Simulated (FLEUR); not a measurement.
# PbO (Litharge) (P4/nmm) in FLEUR: single point with PBE

Aim: the single point of PbO (Litharge) with PBE.

Everything below comes from runs of FLEUR MaX-R8.1 (later development tree). Logs are shortened: lines on timing, memory, paths and dates and some standing lists are left out, and cuts for length are marked.

### 1 The structure

The structure is tetragonal, space group P4/nmm (No. 129). Conventional cell: a = 3.990 Å, b = 3.990 Å, c = 5.010 Å, α = 90.00°, β = 90.00°, γ = 90.00°. Pb (site symmetry 4mm) has 4 O at 2.33 Å as nearest neighbours. Around O (site symmetry -4m2) lie 4 Pb at 2.33 Å.

### 2 Single point, PBE

File inp.xml:

```xml
<?xml version="1.0" encoding="UTF-8" standalone="no"?>
<fleurInput fleurInputVersion="0.39">
   <comment>
      PbO                                                                                                 
   </comment>
   <calculationSetup>
      <cutoffs Kmax="4.49" Gmax="13.9" GmaxXC="13.9" numbands="0"/>
      <scfLoop itmax="60" minDistance="0.00001" maxIterBroyd="15" imix="Anderson" alpha="0.05" precondParam="0.0" spinf="2.0" sdNocoIR="T"/>
      <coreElectrons ctail="T" frcor="F" kcrel="0" coretail_lmax="0"/>
      <xcFunctional name="pbe" relativisticCorrections="F"/>
      <magnetism jspins="1"/>
      <soc l_soc="F" theta="0.0" phi="0.0" spav="F"/>
      <expertModes spex="0" secvar="F"/>
      <geometryOptimization l_f="T" forcealpha="1.0" forcemix="BFGS" epsdisp="0.0005" epsforce="0.0002"/>
      <ldaU l_linMix="F" mixParam="0.05" spinf="1.0"/>
   </calculationSetup>
   <cell>
      <bzIntegration valenceElectrons="52.0" mode="hist" fermiSmearingEnergy="0.00183747">
         <kPointListSelection listName="default-1"/>
         <!-- k-points included here -->
         <xi:include xmlns:xi="http://www.w3.org/2001/XInclude" href="kpts.xml"> </xi:include>
      </bzIntegration>
      <!-- symmetry operations included here -->
      <xi:include xmlns:xi="http://www.w3.org/2001/XInclude" href="sym.xml"> </xi:include>
      <bulkLattice scale="1.0">
         <bravaisMatrix>
            <row-1>    7.5400072371539997     0.0000000000000000     0.0000000000000000</row-1>
            <row-2>    0.0000000000000000     7.5400072371539997     0.0000000000000000</row-2>
            <row-3>    0.0000000000000000     0.0000000000000000     9.4675278842459996</row-3>
         </bravaisMatrix>
      </bulkLattice>
   </cell>
   <atomSpecies>
      <species name="Lead (Pb)" element="Pb" atomicNumber="82">
         <mtSphere radius="2.4" gridPoints="817" logIncrement="0.016"/>
         <atomicCutoffs lmax="10" lnonsphr="8"/>
         <electronConfig flipSpins="F">
            <coreConfig>(1s1/2) (2s1/2) (2p1/2) (2p3/2) (3s1/2) (3p1/2) (3p3/2) (4s1/2) (3d3/2) (3d5/2) (4p1/2) (4p3/2) (4d3/2) (4d5/2) (4f5/2) (4f7/2) (5s1/2)</coreConfig>
            <valenceConfig>(5p1/2) (5p3/2) (6s1/2) (5d3/2) (5d5/2) (6p1/2) (6p3/2)</valenceConfig>
            <stateOccupation state="(6p1/2)" spinUp="0.333333" spinDown="0.333333"/>
            <stateOccupation state="(6p3/2)" spinUp="0.666667" spinDown="0.666667"/>
         </electronConfig>
         <energyParameters s="6" p="6" d="5" f="5"/>
         <lo type="SCLO" l="1" n="5" eDeriv="0"/>
         <lo type="SCLO" l="1" n="5" eDeriv="1"/>
         <lo type="SCLO" l="0" n="6" eDeriv="2"/>
         <lo type="SCLO" l="2" n="5" eDeriv="2"/>
         <lo type="SCLO" l="3" n="5" eDeriv="2"/>
      </species>
      <species name="Oxygen (O)" element="O" atomicNumber="8">
         <mtSphere radius="1.56" gridPoints="533" logIncrement="0.02"/>
         <atomicCutoffs lmax="8" lnonsphr="6"/>
         <electronConfig flipSpins="F">
            <coreConfig>(1s1/2)</coreConfig>
            <valenceConfig>(2s1/2) (2p1/2) (2p3/2)</valenceConfig>
            <stateOccupation state="(2p1/2)" spinUp="0.666667" spinDown="0.666667"/>
            <stateOccupation state="(2p3/2)" spinUp="1.333333" spinDown="1.333333"/>
         </electronConfig>
         <energyParameters s="2" p="2" d="3" f="4"/>
         <lo type="SCLO" l="0" n="2" eDeriv="2"/>
         <lo type="SCLO" l="1" n="2" eDeriv="2"/>
         <lo type="SCLO" l="2" n="3" eDeriv="2"/>
      </species>
   </atomSpecies>
   <atomGroups>
      <atomGroup species="Lead (Pb)">
         <relPos label="                   1">1.000/4.000 -1.000/4.000 -6.000/25.000</relPos>
         <relPos label="                   2">-1.000/4.000 1.000/4.000 6.000/25.000</relPos>
         <force calculate="T" relaxXYZ="TTT"/>
      </atomGroup>
      <atomGroup species="Oxygen (O)">
         <relPos label="                   3">1.000/4.000 1.000/4.000 .0000000000</relPos>
         <relPos label="                   4">-1.000/4.000 -1.000/4.000 .0000000000</relPos>
         <force calculate="T" relaxXYZ="TTT"/>
      </atomGroup>
   </atomGroups>
   <output dos="F" band="F" slice="F">
      <checks vchk="F" cdinf="F"/>
      <bandDOS minEnergy="-.5*Htr" maxEnergy="0.5*Htr" sigma="0.015" storeEVData="T"/>
      <vacuumDOS vacdos="F" integ="F" star="F" nstars="0" locx1="0.0" locy1="0.0" locx2="0.0" locy2="0.0" nstm="0" tworkf="0.0"/>
      <unfoldingBand unfoldBand="F" supercellX="1" supercellY="1" supercellZ="1"/>
      <plotting iplot="0" polar="F">
         <plot TwoD="T" vec1="  1.0  0.0  0.0" vec2="  0.0  1.0  0.0" vec3="  0.0  0.0  1.0" zero="  0.0  0.0  0.0" file="plot"/>
      </plotting>
      <chargeDensitySlicing numkpt="0" minEigenval="0.0" maxEigenval="0.0" nnne="0" pallst="F"/>
      <specialOutput eonly="F"/>
      <moessbauerParams electricFieldGradient="T" isomerShift="T" coreHyperfine="T" valenceHyperfine="T"/>
      <magneticCircularDichroism mcd="F" energyLo="-10.0" energyUp="0.0"/>
   </output>
  <!-- We include the file relax.xml here to enable relaxations (see documentation) -->
  <xi:include xmlns:xi="http://www.w3.org/2001/XInclude" href="relax.xml"> <xi:fallback/> </xi:include>
</fleurInput>
```

File crystal.txt:

```
PbO
&input cartesian=F /
3.9900000000  0.0000000000  0.0000000000
0.0000000000  3.9900000000  0.0000000000
0.0000000000  0.0000000000  5.0100000000
1.8897261246
1.0 1.0 1.0

4
82 0.5000000000  0.0000000000  0.7600000000
82 0.0000000000  0.5000000000  0.2400000000
8 0.5000000000  0.5000000000  0.0000000000
8 0.0000000000  0.0000000000  0.0000000000

&kpt div1=7 div2=7 div3=6 gamma=T /
```

Potentials or basis: all-electron, FLAPW.

Run with:

```sh
> inpgen -f crystal.txt -profile fastHighL
> # inp.xml edited to the form shown
> fleur_MPI
```

The log of the run:

```text
Welcome to FLEUR        (www.flapw.de)
      MaX-Release 8.1          (www.max-centre.eu)

 ========== k-point set info ==========
 Selected k-point list: default-1
 k-point list type: mesh
 7 x 7 x 6
 Number of k points: 40

 ------------Calculation Setup---------------------------
 Number of MPI-tasks      :            1
 Number of PE/node        :            1
 Number of OMP-threads    :            1
 Most efficient MPI parallelization for:
           1           2           4           5           8          10          20          40
 Additional eigenvalue parallelization possible
 Number of basis functions:          985
 Approximate size of matrices (H+S) per k-point:         0.014 GB
 --------------------------------------------------------
 Iteration:     1   Distance:      24.04780301 me/bohr^3
 Iteration:     2   Distance:      20.08040554 me/bohr^3
 Iteration:     3   Distance:       8.66605121 me/bohr^3
 Iteration:     4   Distance:      10.17410143 me/bohr^3
 Iteration:     5   Distance:       1.67648653 me/bohr^3
 Iteration:     6   Distance:       0.75095613 me/bohr^3
 Iteration:     7   Distance:       0.48717166 me/bohr^3
 Iteration:     8   Distance:       0.09007791 me/bohr^3
 Iteration:     9   Distance:       0.06729221 me/bohr^3
 Iteration:    10   Distance:       0.02593652 me/bohr^3
 Iteration:    11   Distance:       0.00893228 me/bohr^3
 Iteration:    12   Distance:       0.00341861 me/bohr^3
 Iteration:    13   Distance:       0.00027832 me/bohr^3
 Iteration:    14   Distance:       0.00032602 me/bohr^3
 Iteration:    15   Distance:       0.00009318 me/bohr^3
 Iteration:    16   Distance:       0.00008339 me/bohr^3
 Iteration:    17   Distance:       0.00004477 me/bohr^3
 Iteration:    18   Distance:       0.00001507 me/bohr^3
 Iteration:    19   Distance:       0.00000548 me/bohr^3

 ********************************************************************
 Run finished successfully
 Stop message:
   Structural relaxation: Done
 ********************************************************************
```

It took 4.4 min on 1 thread of Arm Neoverse V2, shared host; peak memory 0.1 GiB.

What came out:

```yaml
Free_energy: -1143070.8521 eV
Band_gap_on_the_k_mesh: 1.41 eV, indirect (least direct gap 2.39 eV)
Valence_electrons_inside_the_program's_atomic_spheres: Pb 17.33; O 4.98 (radii Pb 2.4, O 1.56 bohr)
```

Levels at points of the mesh, in eV from the valence-band top:
```csv
k point,band 23,band 24,band 25,band 26,band 27,band 28,band 29,band 30
"(0.00, 0.00, 0.00)",-1.65,-1.56,-1.56,0.00,2.43,5.55,5.55,5.62
"(0.00, 0.00, 0.50)",-1.69,-1.59,-1.59,-0.94,2.06,3.94,3.94,4.24
```

Core levels (eV from the Fermi level):
```tsv
atom	levels
1 Pb	1s1/2 -87977.8, 2s1/2 -15717.8, 2p1/2 -15091.9, 2p3/2 -12901.9, 3s1/2 -3768.8, 3p1/2 -3486.9, 3p3/2 -2998.2, 4s1/2 -849.4, 3d3/2 -2535.7, 3d5/2 -2431.8, 4p1/2 -727.4, 4p3/2 -607.8, 4d3/2 -409.4, 4d5/2 -387.1, 4f5/2 -130.3, 4f7/2 -125.3, 5s1/2 -138.5
2 Pb	1s1/2 -87977.8, 2s1/2 -15717.8, 2p1/2 -15091.9, 2p3/2 -12901.9, 3s1/2 -3768.8, 3p1/2 -3486.9, 3p3/2 -2998.2, 4s1/2 -849.4, 3d3/2 -2535.7, 3d5/2 -2431.8, 4p1/2 -727.4, 4p3/2 -607.8, 4d3/2 -409.4, 4d5/2 -387.1, 4f5/2 -130.3, 4f7/2 -125.3, 5s1/2 -138.5
3 O	1s1/2 -504.9
4 O	1s1/2 -504.9
```

Caveat: spin-orbit coupling is left out, which as a rule narrows the gap of such compounds by several tenths of an eV; an odd mesh through Γ misses points on the zone boundary, where band edges often lie.
